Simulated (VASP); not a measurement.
# WSe2 in VASP: relaxation of cell and atoms with LDA

Aim: the relaxation of cell and atoms of WSe2 with LDA.

All numbers are computed with VASP 6.6.1; they aren't measurements. Logs are shortened: lines on timing, memory, paths and dates and some standing lists are left out, and cuts for length are marked.

## 1. The structure

The cell holds a sheet with vacuum, 3 atoms: a = 3.300 Å, b = 3.300 Å, c = 19.360 Å, α = 90.00°, β = 90.00°, γ = 120.00°.

The cell was built by a generator and needn't be a form met in nature.

## 2. Relaxation of cell and atoms, LDA

The input, INCAR:

```
PREC     = Accurate       # precision mode
ENCUT    = 600            # plane-wave cutoff, eV
EDIFF    = 1E-7           # SCF threshold, eV
ISMEAR   = 0              # smearing method
SIGMA    = 0.03           # smearing width, eV
LREAL    = F              # projectors in reciprocal space
LASPH    = T              # aspherical terms in the spheres
NELM     = 120            # most SCF steps
ALGO     = Normal         # electronic algorithm
ISIF     = 3              # what is computed and relaxed
LWAVE    = F              # write WAVECAR
LCHARG   = F              # write CHGCAR
GGA      = CA             # functional
IBRION   = 2              # ionic algorithm
NSW      = 40             # ionic steps
EDIFFG   = -0.005         # ionic threshold
LATTICE_CONSTRAINTS= .TRUE. .TRUE. .FALSE.
KPAR     = 2
```

The input, KPOINTS:

```
regular mesh
0
Gamma
  12 12 1
```

The input, POSCAR:

```
WSe2
1.0
    3.3000000000      0.0000000000      0.0000000000
   -1.6500000000      2.8578838300      0.0000000000
    0.0000000000      0.0000000000     19.3600000000
Se W
2 1
Direct
    0.6666670000      0.3333330000      0.4132231400
    0.6666670000      0.3333330000      0.5867768600
    0.3333330000      0.6666670000      0.5000000000
```

Potentials or basis: VASP PAW LDA potentials, release 64 (Se, W_sv).

On the command line:

```console
> cat potpaw_LDA.64/Se/POTCAR potpaw_LDA.64/W_sv/POTCAR > POTCAR
> mpirun -np 2 vasp_std > vasp.out
```

OUTCAR:

```text
PREC = Accurate
   ENCUT = 600
   EDIFF = 1E-7
   ISMEAR = 0
   LREAL = F
   LASPH = T
   NELM = 120
   ISIF = 3
   GGA = CA
   IBRION = 2
   NSW = 40
   EDIFFG = -0.005

 ion  position               nearest neighbor table
   1  0.667  0.333  0.413-   3 2.54   3 2.54   3 2.54
   2  0.667  0.333  0.587-   3 2.54   3 2.54   3 2.54
   3  0.333  0.667  0.500-   1 2.54   2 2.54   1 2.54   2 2.54   1 2.54   2 2.54

  LATTYP: Found a hexagonal cell.
 ALAT       =     3.3000000000
 C/A-ratio  =     5.8666666667

  Lattice vectors:

 A1 = (   3.3000000000,   0.0000000000,   0.0000000000)
 A2 = (  -1.6500000000,   2.8578838300,   0.0000000000)
 A3 = (   0.0000000000,   0.0000000000,  19.3600000000)

Analysis of symmetry for initial positions (statically):
=====================================================================
 Subroutine PRICEL returns:
 Original cell was already a primitive cell.

 Routine SETGRP: Setting up the symmetry group for a
 hexagonal supercell.

 Subroutine GETGRP returns: Found 12 space group operations
 (whereof 12 operations were pure point group operations)
 out of a pool of 24 trial point group operations.

The static configuration has the point symmetry D_3h.

Analysis of symmetry for dynamics (positions and initial velocities):
=====================================================================
 Subroutine PRICEL returns:
 Original cell was already a primitive cell.

 Routine SETGRP: Setting up the symmetry group for a
 hexagonal supercell.

 Subroutine GETGRP returns: Found 12 space group operations
 (whereof 12 operations were pure point group operations)
 out of a pool of 24 trial point group operations.

The dynamic configuration has the point symmetry D_3h.

 Subroutine INISYM returns: Found 12 space group operations
 (whereof 12 operations are pure point group operations),
 and found     1 'primitive' translations

----------------------------------------------------------------------------------------

                                     Primitive cell

  volume of cell :     182.5845

  direct lattice vectors                    reciprocal lattice vectors
     3.300000000  0.000000000  0.000000000     0.303030303  0.174954627  0.000000000
    -1.650000000  2.857883830  0.000000000     0.000000000  0.349909254  0.000000000
     0.000000000  0.000000000 19.360000000     0.000000000  0.000000000  0.051652893

  length of vectors
     3.300000000  3.299999998 19.360000000     0.349909254  0.349909254  0.051652893

  position of ions in fractional coordinates (direct lattice)
     0.666667000  0.333333000  0.413223140
     0.666667000  0.333333000  0.586776860
     0.333333000  0.666667000  0.500000000

  ion indices of the primitive-cell ions
   primitive index   ion index
                 1           1
                 2           2
                 3           3

----------------------------------------------------------------------------------------

 KPOINTS: regular mesh

Automatic generation of k-mesh.
 Grid dimensions read from file:
 generate k-points for:   12   12    1

 Generating k-lattice:

  Cartesian coordinates                     Fractional coordinates (reciprocal lattice)
     0.025252525  0.014579552  0.000000000     0.083333333  0.000000000  0.000000000
     0.000000000  0.029159105  0.000000000     0.000000000  0.083333333  0.000000000
     0.000000000  0.000000000  0.051652893     0.000000000  0.000000000  1.000000000

  Length of vectors
     0.029159105  0.029159105  0.051652893

  Shift w.r.t. Gamma in fractional coordinates (k-lattice)
     0.000000000  0.000000000  0.000000000

 Subroutine IBZKPT returns following result:
 ===========================================

 Found     19 irreducible k-points:

 Following reciprocal coordinates:
            Coordinates               Weight
  0.000000  0.000000  0.000000      1.000000
  0.083333 -0.000000  0.000000      6.000000
  0.166667 -0.000000  0.000000      6.000000
  0.250000 -0.000000  0.000000      6.000000
  0.333333 -0.000000  0.000000      6.000000
  0.416667 -0.000000  0.000000      6.000000
[... 11 lines left out ...]
  0.333333  0.250000  0.000000     12.000000
  0.333333  0.333333  0.000000      2.000000
   k-points           NKPTS =     19   k-points in BZ     NKDIM =     19   number of bands    NBANDS=     17
   number of dos      NEDOS =    301   number of ions     NIONS =      3
   total plane-waves  NPLWV = 125440
   dimension x,y,z NGX =    28 NGY =   28 NGZ =  160
   dimension x,y,z NGXF=    56 NGYF=   56 NGZF=  320
   ions per type =               2   1
   NGX,Y,Z   is equivalent  to a cutoff of  14.11, 14.11, 13.74 a.u.
   NGXF,Y,Z  is equivalent  to a cutoff of  28.21, 28.21, 27.48 a.u.
 SYSTEM =  unknown system
   PREC   = accura    normal or accurate (medium, high low for compatibility)
   ISTART =      0    job   : 0-new  1-cont  2-samecut
   ICHARG =      2    charge: 1-file 2-atom 10-const
   ISPIN  =      1    spin polarized calculation?
   LNONCOLLINEAR =      F non collinear calculations
   LSORBIT =      F    spin-orbit coupling
   LASPH  =      T    aspherical Exc in radial PAW
   ENCUT  =  600.0 eV  44.10 Ry    6.64 a.u.   6.59  6.59 38.67*2*pi/ulx,y,z
   NELM   =    120;   NELMIN=  2; NELMDL= -5     # of ELM steps
   EDIFF  = 0.1E-06   stopping-criterion for ELM
   LREAL  =      F    real-space projection
   EDIFFG = -.5E-02   stopping-criterion for IOM
   NSW    =     40    number of steps for IOM
   IBRION =      2    ionic relax: 0-MD 1-quasi-New 2-CG
   NFREE  =      1    steps in history (QN), initial steepest desc. (CG)
   ISIF   =      3    stress and relaxation
   ISYM   =      2    0-nonsym 1-usesym 2-fastsym
   POTIM  = 0.5000    time-step for ionic-motion
   TEBEG  =    0.0;   TEEND  =   0.0 temperature during run
   PSTRESS=    0.0 pullay stress
   NELECT =      26.0000    total number of electrons
   NUPDOWN=      -1.0000    fix difference up-down
   EMIN   =  10.00;   EMAX   =-10.00  energy-range for DOS
   EFERMI =   0.00;   METHOD = LEGACY
   ISMEAR =     0;   SIGMA  =   0.03  broadening in eV -4-tet -1-fermi 0-gaus
   EFERMI_NEDOS =   21; number of points for ismear=-14 and -15
   IALGO  =     38    algorithm
   IMIX   =      4    mixing-type and parameters
     AMIX     =   0.40;   BMIX     =  1.00
     AMIX_MAG =   1.60;   BMIX_MAG =  1.00
  volume/ion in A,a.u.               =      60.86       410.71
  Fermi-wavevector in a.u.,A,eV,Ry     =   0.854892  1.615512  9.943690  0.730841
  Thomas-Fermi vector in A             =   1.971558
   LORBIT       =      0    0 simple, 1 ext, 2 COOP (PROOUT), +10 PAW based schemes
   GGA     = CA    functional components
   LHFCALC =     F    Hartree Fock is set to
   AEXX    =    0.0000 exact exchange contribution
   IVDW    =     0    specifies the selected vdW correction
   LEPSILON=     F    determine dielectric tensor
   LRPA    =     F    only Hartree local field effects (RPA)
 conjugate gradient relaxation of ions
 non-spin polarized calculation
 Gauss-broadening in eV      SIGMA  =   0.03
  energy-cutoff  :      600.00
  volume of cell :      182.58
 maximum number of plane-waves:      6165
 NGX is ok and might be reduce to    28
   NGX = 13   NGY = 13   NGZ = 77

--------------------------------------- Ionic step        1  -------------------------------------------

 number of electron      25.9999998 magnetization

 Free energy of the ion-electron system (eV)
  ---------------------------------------------------
  ext. energy  EPLUGINS =         0.00000000
  ---------------------------------------------------
  free energy    TOTEN  =       -24.09069815 eV

  energy without entropy =      -24.09069815  energy(sigma->0) =      -24.09069815

------------------------ aborting loop because EDIFF is reached ----------------------------------------

  FORCE on cell =-STRESS in cart. coord.  units (eV):
  Direction    XX          YY          ZZ          XY          YZ          ZX
  --------------------------------------------------------------------------------------
  -------------------------------------------------------------------------------------
  Total       -1.9221990     -1.9221990     -1.7498842      0.0000000      0.0000000      0.0000000
  in kB      -16.8672801    -16.8672801    -15.3552198      0.0000000      0.0000000      0.0000000
  external PRESSURE =     -16.3632600 kB  Pullay stress =       0.0000000 kB

 VOLUME and BASIS-vectors are now :
 -----------------------------------------------------------------------------
  energy-cutoff  :      600.00
  volume of cell :      182.58
      direct lattice vectors                 reciprocal lattice vectors
     3.300000000  0.000000000  0.000000000     0.303030303  0.174954627  0.000000000
    -1.650000000  2.857883830  0.000000000     0.000000000  0.349909254  0.000000000
     0.000000000  0.000000000 19.360000000     0.000000000  0.000000000  0.051652893
[... 149 lines left out ...]
 POSITION                                       TOTAL-FORCE (eV/Angst)
 -----------------------------------------------------------------------------------
      1.62632      0.93896      8.01139         0.000000     -0.000000      0.003966
      1.62632      0.93896     11.34861         0.000000     -0.000000     -0.003966
     -0.00000      1.87792      9.68000        -0.000000      0.000000      0.000000
 -----------------------------------------------------------------------------------
    total drift:                                0.000733     -0.000423      0.000000

  FREE ENERGIE OF THE ION-ELECTRON SYSTEM (eV)
  ---------------------------------------------------
  free  energy   TOTEN  =       -24.1252491741 eV

  energy  without entropy=      -24.1252491741  energy(sigma->0) =      -24.12524917

--------------------------------------- Ionic step        6  -------------------------------------------

 number of electron      25.9999999 magnetization

 Free energy of the ion-electron system (eV)
  ---------------------------------------------------
  ext. energy  EPLUGINS =         0.00000000
  ---------------------------------------------------
  free energy    TOTEN  =       -24.12525212 eV

  energy without entropy =      -24.12525212  energy(sigma->0) =      -24.12525212

 E-fermi :  -1.2304     XC(G=0):  -4.2610

 val. band max:       -1.5039883246   @ k =   0.3333   0.3333   0.0000
 cond. band min:       0.1816052459   @ k =   0.1667   0.1667   0.0000
 fundamental gap:      1.6855935705
 Fermi energy:        -1.2304293322

 k-point     1 :       0.0000    0.0000    0.0000
  band No.  band energies     occupation
      1     -74.9946      2.00000
      2     -39.5397      2.00000
      3     -39.3652      2.00000
      4     -39.3652      2.00000
      5     -16.4469      2.00000
      6     -15.1284      2.00000
[... 9 lines left out ...]
     16       1.8222      0.00000
     17       1.8222      0.00000
[... 380 lines left out ...]
 POSITION                                       TOTAL-FORCE (eV/Angst)
 -----------------------------------------------------------------------------------
      1.62615      0.93886      8.01157         0.000000      0.000000     -0.001813
      1.62615      0.93886     11.34843        -0.000000     -0.000000      0.001813
     -0.00000      1.87772      9.68000        -0.000000      0.000000      0.000000
 -----------------------------------------------------------------------------------
    total drift:                                0.000733     -0.000423      0.000000

  FREE ENERGIE OF THE ION-ELECTRON SYSTEM (eV)
  ---------------------------------------------------
  free  energy   TOTEN  =       -24.1252521186 eV

  energy  without entropy=      -24.1252521186  energy(sigma->0) =      -24.12525212

 reached required accuracy - stopping structural energy minimisation
```

Run time: 2 min. Hardware: 2 MPI ranks of AMD EPYC 9R45 (Zen 5), shared host; peak memory 0.3 GiB.

Results:

- Free energy: -24.1253 eV
- Relaxed volume: 59.11 Å³/atom
- Relaxed cell: a = 3.252 Å, b = 3.252 Å, c = 19.360 Å, α = 90.00°, β = 90.00°, γ = 120.00°
- Space group after relaxing (to 0.05 Å): P-6m2 (No. 187)
- Energy gained by relaxing: 11.5 meV/atom
- Ionic steps: 6
- Band gap on the k mesh: 1.69 eV, indirect (least direct gap 1.74 eV)

The path:
```
step  energy change (eV)  largest force (eV/Å)  pressure (GPa)  volume (Å³)
   1              0.0000                0.5190           -1.64       182.58
   2              0.0148                0.6805            2.22       171.47
   3             -0.0346                0.0010           -0.01       177.40
   4             -0.0345                0.0101            0.02       177.29
   5             -0.0346                0.0040           -0.02       177.38
   6             -0.0346                0.0018            0.00       177.34
```

Final structure:
```yaml
crystal:
  lattice:
    - [3.25230, 0.00000, 0.00000]
    - [-1.62615, 2.81658, 0.00000]
    - [0.00000, 0.00000, 19.36000]
  atoms:
    - { symbol: Se, position: [0.66667, 0.33333, 0.41382] }
    - { symbol: Se, position: [0.66667, 0.33333, 0.58618] }
    - { symbol: W, position: [0.33333, 0.66667, 0.50000] }
```

Caveat: spin-orbit coupling is left out, which moves the levels of the heavy elements.
